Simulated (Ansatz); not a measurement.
Gas-phase electronic energies from Ansatz, PBE0-D4/def2-TZVP geometries. CCSD(T)/CBS adds triple-zeta CCSD(T) − MP2 to the extrapolated MP2 energy (def2 sets, frozen cores). Functionals use def2-TZVPP. B3LYP here is the variant with VWN-RPA as its local correlation; programs differ in this. def2 core potentials past Kr. For In outer-core shells are correlated without core-valence functions, which leaves a few kJ/mol of doubt a bond. Each species was taken in one conformer, which may not be the lowest.

Reaction (substitution at a C–C bond): `CC(=O)CC(C)C` + `C[O][In]([OH])[SH]` → `C[O][In]([SH])[O]C(C)C` + `CC(C)=O`

```
    level  ΔE (kcal/mol)
r2SCAN-D4            6.4
 B3LYP-D4            5.9
```

Problem. What does CCSD(T)/CBS give? (Estimate.)

Solution. Computed: +7.7 kcal/mol. The listed levels differ from it by -1.3, -1.8 kcal/mol.

Largest T1 diagnostic among the species: 0.016.

From PBE to PBE0 (25 % exact exchange), in def2-TZVPP and without D4, ΔE moves by +1.0 kcal/mol.

CCSD(T)/CBS has its own doubt, a few kJ/mol and more with outer-core shells, so smaller differences from it don't rank the levels.
